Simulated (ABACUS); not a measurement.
MgS under changes of volume

One of the cells (22.740 Å³/atom); the others are scaled copies at fixed shape and fractional positions:

```
CELL_PARAMETERS angstrom
0.00000 2.83312 2.83312
2.83312 0.00000 2.83312
2.83312 2.83312 0.00000
ATOMIC_POSITIONS crystal
S 0.25000 0.25000 0.25000
Mg 0.00000 0.00000 0.00000
```

The cell comes from a database or a generator and needn't be the stable form of this composition.

| Item | Value |
| --- | --- |
| Program | ABACUS 3.10.1 |
| Functional | PBE |
| Potentials or basis | PseudoDojo NC SR 0.4.1 PBE standard |
| Cutoff | 1143 eV |
| Density cutoff | 4572 eV |
| Basis | plane waves |
| k mesh | 8 × 8 × 8 |
| Occupations | fermi-dirac, width 0.05 eV |
| Spin | no spin polarisation |

```csv
volume (Å³/atom),energy over the lowest point (meV/atom),pressure (GPa),gap on the mesh (eV)
21.376,26.37,5.1,3.75
21.831,14.00,3.6,3.65
22.285,5.74,2.2,3.54
22.740,1.19,1.0,3.44
23.195,0.00,-0.2,3.34
23.650,?,?,?
24.105,6.45,-2.1,3.16
```

**Question.** What does the run at 23.650 Å³/atom give?

**Answer.** Energy over the lowest point 1.85 meV/atom; pressure -1.2 GPa; gap on the mesh 3.25 eV.

Worked out: A Birch-Murnaghan fit of order 3 (a polynomial in V^(-2/3)) to the other rows has its minimum at 23.14 Å³/atom with B0 = V·E''(V) = 55 GPa and B' = 4.1. It gives 1.85 meV/atom at 23.650 Å³/atom, against the run's 1.85, and -dE/dV = -1.2 GPa, against -1.2. A straight line through the other rows of the gap, of slope -4.95 eV per unit of ln V (its deformation potential), gives 3.25 eV, against the run's 3.25.

Energies are extrapolated to zero smearing.

A mesh can miss the band edges.
